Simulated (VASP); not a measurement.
TiO2: single point with PBEsol

TiO2, a slab with vacuum:

```
Ti O
1.0
     2.99466    0.00000    0.00000
    -1.49733    2.59345    0.00000
     0.00000    0.00000   24.99545
Ti O
2 4
Cartesian
  0.0000 0.0000 6.0000
  1.4973 0.8645 12.9815
  0.0000 1.7290 12.0139
  0.0000 1.7290 6.9676
  0.0000 0.0000 18.9955
  0.0000 0.0000 13.9492
```

- Program: VASP 6.6.1
- Task: single point
- Functional: PBEsol
- Potentials or basis: VASP PAW PBE potentials, release 64 (Ti_sv, O)
- Cutoff: 520 eV
- k mesh: 5 × 5 × 1
- Occupations: fermi-dirac, width 0.02 eV
- Spin: no spin polarisation

The largest force is 2.990 eV/Å and the band gap on the k mesh is none (metal or under the smearing width).

Forces in eV/Å, atoms in the order of the input:
```
Ti   0.000  0.000  2.990
Ti   0.000  0.000  0.327
O    0.000  0.000  0.229
O    0.000  0.000 -2.984
O    0.000  0.000 -0.005
O    0.000  0.000 -0.557
```

Levels at points of the mesh, in eV from the Fermi level:
```tsv
k point	band 22	band 23	band 24	band 25	band 26	band 27
(0.00, 0.00, 0.00)	-0.97	-0.48	0.48	0.48	1.16	1.16
```

Wall time 100 s on 1 thread of Intel(R) Xeon(R) 6975P-C (Granite Rapids), on a shared host, peak memory 0.33 GiB.

Caveat: the k mesh is coarse (spacing up to 0.48 Å⁻¹), so the values aren't converged; the PAW data sets were made with another functional, which shifts forces and pressure a little; semilocal functionals often make such compounds metallic where correlation or magnetic order opens a gap, which also shifts bond lengths.
